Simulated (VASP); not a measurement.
# Young's modulus, Poisson ratio and onset of non-linearity of BAs (F-43m) under uniaxial [111] stress, LDA

The usual rule of thumb says that a stiff semiconductor obeys Hooke's law up to about one percent of strain: stress proportional to strain, a fixed Poisson ratio, and an energy that depends only on the square of the strain. We put this to the test for BAs pulled and pressed along [111], because strained layers and contacts are commonly designed with constant moduli. Nine strains from −2 % to +2 % are calculated with LDA, with the sides free of stress. Strains and energies are measured from the relaxed LDA crystal, and tension is positive. The series yields Young's modulus and the Poisson ratio for this axis and, through cubic symmetry, the bulk modulus and the shear modulus $C_{44}$.

## Calculations

The start is a typed prototype cell. The crystal was relaxed with LDA. Strain is imposed along [111]; the strain across the axis is adjusted until the stress across it vanishes, and the atoms are relaxed with LDA. VASP 6.6.1, plane waves with PAW, cutoff 480 eV, no spin polarisation, no spin-orbit coupling, k mesh 11×11×11, static lattice.

Notes on method and selection:

- Runs that did not converge, have known faults or may not be shown are not listed, and runs on Ansatz's PAW sets soft_1 and soft_2 are kept to separate tables.

Columns:

- strain (%): strain along the axis (tension positive).
- gap (eV): band gap on the k mesh at LDA.
- transverse strain (%): strain across the axis.
- stress (GPa): stress along the axis, tension positive.
- strain energy (meV/atom): energy per atom above the relaxed crystal.

Input lines of one member:

```
PREC = Accurate
ENCUT = 480
EDIFF = 1E-07
NELM = 120
ISMEAR = 0
SIGMA = 0.02
LREAL = .FALSE.
ALGO = Normal
GGA = CA
NBANDS = 10
LASPH = .TRUE.
LORBIT = 11
KPAR = 3
IBRION = 1
NSW = 25
```

Command (options for logging and memory left out): `mpirun -np 3 vasp_std`

## Results

| member | strain (%) | gap (eV) | transverse strain (%) | stress (GPa) | strain energy (meV/atom) |
| --- | --- | --- | --- | --- | --- |
| −2 % | −2.0 | 0.974 | 0.242 | −7.16 | 5.94 |
| −1.5 % | −1.5 | 1.020 | 0.178 | −5.32 | 3.33 |
| −1 % | −1.0 | 1.063 | 0.117 | −3.52 | 1.48 |
| −0.5 % | −0.5 | 1.100 | 0.058 | −1.74 | 0.37 |
| 0 % | 0.0 | 1.136 | 0.000 | 0.00 | 0.00 |
| +0.5 % | 0.5 | 1.122 | −0.055 | 1.70 | 0.35 |
| +1 % | 1.0 | 1.109 | −0.106 | 3.37 | 1.39 |
| +1.5 % | 1.5 | 1.094 | −0.157 | 5.00 | 3.11 |
| +2 % | 2.0 | 1.079 | −0.205 | 6.59 | 5.50 |

Least-squares fits to the whole series, with x = strain (%); R² and errors in the fitted variable (y, or ln y where the fit is in ln y):

| y | members | fit | R² | rms residual | leave-one-out rms | the same for the mean of the others |
| --- | --- | --- | --- | --- | --- | --- |
| transverse strain (%) | 9 | y = 0.008000 − 0.1117 x | 1.00 | 0.0066 | 0.0095 | 0.16 |
| stress (GPa) | 9 | y = −0.1200 + 3.439 x | 1.00 | 0.10 | 0.15 | 5.0 |

## Mechanism

From −2 % to +2 % the stress rises from −7.16 to 6.59 GPa and the transverse strain falls from 0.242 to −0.205 %. Both curves are slightly bent: BAs is stiffer in compression than in tension.

The model rests on three assumptions.

1. The sides are stress-free and the atoms relaxed, so the energy depends on the axial strain $x$ (in %) alone.
2. Stress and transverse strain vanish at $x=0$ and are smooth there, so each can be expanded in powers of $x$ and cut after the square:
$$\sigma = Yx + bx^2,\qquad t = -\nu x + cx^2 .$$
3. The change in cross-section is neglected in the work done. The energy per atom is then the integral of the stress times a constant $q$, which is the volume per atom in suitable units:
$$W = q\left(\tfrac{1}{2}Yx^2 + \tfrac{1}{3}bx^3\right).$$

Stress and energy thus share three parameters, and the transverse strain has two of its own. Hooke's law is the case $b=c=0$. A negative $b$ is what anharmonic bonds should give, since repulsion steepens as a bond shortens and the restoring force weakens as it lengthens.

Two cubic moduli follow from the linear terms. One third of the axial stress acts as hydrostatic tension, and the relative volume change is $(1-2\nu)$ times the axial strain. The remainder is a pure shear that, for the [111] axis, involves only $C_{44}$. Hence
$$B=\frac{Y}{3(1-2\nu)},\qquad C_{44}=\frac{Y}{2(1+\nu)} .$$

This $C_{44}$ includes the shift of the boron against the arsenic sublattice, which the lowered symmetry allows and which softens the crystal. $C_{11}$ and $C_{12}$ enter only through the sum $C_{11}+2C_{12}=3B$, so this axis does not give them singly.

## The model against the table

We fix the constants on the members −2 % and +2 %:

- $Y$ = (6.59 + 7.16) / 4 = 3.4375 GPa per %, or 100 × 3.4375 = 344 GPa
- $b$ = (6.59 − 7.16) / 8 = −0.07125 GPa per %²
- $\nu$ = (0.242 + 0.205) / 4 = 0.11175
- $c$ = (0.242 − 0.205) / 8 = 0.004625 per %
- $q$ = (5.50 + 5.94) / (4 × 3.4375) = 0.832 meV/atom per GPa·%

The moduli are $B$ = 100 × 3.4375 / (3 × (1 − 2 × 0.11175)) = 148 GPa and $C_{44}$ = 100 × 3.4375 / (2 × (1 + 0.11175)) = 155 GPa. The Poisson ratio is small because the crystal resists this shear about as strongly as it resists a change of volume.

Stress (GPa):

- −1.5 %: −3.4375 × 1.5 − 0.07125 × 1.5 × 1.5 = −5.32; table −5.32
- +1 %: 3.4375 − 0.07125 = 3.37; table 3.37
- +1.5 %: 3.4375 × 1.5 − 0.07125 × 1.5 × 1.5 = 5.00; table 5.00

Transverse strain (%):

- −1.5 %: 0.11175 × 1.5 + 0.004625 × 1.5 × 1.5 = 0.178; table 0.178
- +1 %: −0.11175 + 0.004625 = −0.107; table −0.106
- +1.5 %: −0.11175 × 1.5 + 0.004625 × 1.5 × 1.5 = −0.157; table −0.157

Strain energy (meV/atom):

- −1.5 %: 0.832 × (3.4375 × 1.5 × 1.5 / 2 + 0.07125 × 1.5 × 1.5 × 1.5 / 3) = 3.28; table 3.33
- +1 %: 0.832 × (3.4375 / 2 − 0.07125 / 3) = 1.41; table 1.39
- +1.5 %: 0.832 × (3.4375 × 1.5 × 1.5 / 2 − 0.07125 × 1.5 × 1.5 × 1.5 / 3) = 3.15; table 3.11

Over all rows the stress is met to about 0.01 GPa, against an rms residual of 0.10 GPa for the straight-line fit.

## Outliers

Largest departures from the fit to the whole series:

| member | transverse strain (%) | fit | computed − fit | in rms residuals |
| --- | --- | --- | --- | --- |
| −2 % | 0.242 | 0.231 | +0.011 | 1.6 |
| +2 % | −0.205 | −0.215 | +0.010 | 1.6 |
| 0 % | 0.000 | 0.008 | −0.008 | 1.2 |
| +0.5 % | −0.055 | −0.048 | −0.007 | 1.1 |

The energy is where the model with square terms misses by clearly more than rounding. At +2 % it gives 0.832 × (2 × 3.4375 − 8 × 0.07125 / 3) = 5.56 meV/atom against 5.50 in the table, and at −2 % it gives 0.832 × (2 × 3.4375 + 8 × 0.07125 / 3) = 5.88 against 5.94. The neglected change in cross-section has the right sign but accounts for only about 0.02 of these 0.06 meV/atom. The rest grows roughly in proportion to the strain, as if energies and stresses disagreed by a constant 0.03 GPa. A likely cause is the fixed plane-wave cutoff: a larger cell holds more plane waves, which lowers its energy slightly, and the calculated stress leaves this out.

The straight-line fits fail differently, because they lack the square term. For the transverse strain this leaves the departures listed above, positive at both ends and negative near zero strain. For the stress it produces the intercept of −0.1200 GPa, which is not a real residual stress.

The band gap, unlike the stress and the transverse strain, is not smooth at zero strain. It falls from 1.136 eV on both sides, to 0.974 eV at −2 % and 1.079 eV at +2 %. Strain along [111] splits the degenerate valence band top at the zone centre, and one branch moves up for either sign of strain.

## Conclusions

With constant moduli the stress is right to about 1 % at ±0.5 % strain, 2 % at ±1 % and 4 % at ±2 %. The transverse strain departs about twice as fast, by a fraction (0.117 − 0.106) / (0.117 + 0.106) = 0.049 at ±1 % and by 8 % at ±2 %. The tabulated energies at ±1 % differ from their mean by a fraction (1.48 − 1.39) / (1.48 + 1.39) = 0.031, part of which is the mismatch between energies and stresses noted above. The rule of thumb therefore holds for BAs up to one percent of strain if errors of about 2 % in stress, 5 % in transverse strain and 3 % in energy are acceptable, and the square terms extend the description to the whole range calculated.

Two omitted effects are far larger than the model's misses in stress. Lattice vibrations lower the moduli, by roughly a few percent at room temperature. A gradient-corrected functional would give longer bonds and moduli lower by roughly 5 to 10 %.

[Logs are printed without paths, hosts, clocks, repeated set-up lines and the standing remarks that a program may print on its own settings, such as how far it seeks lower states.]
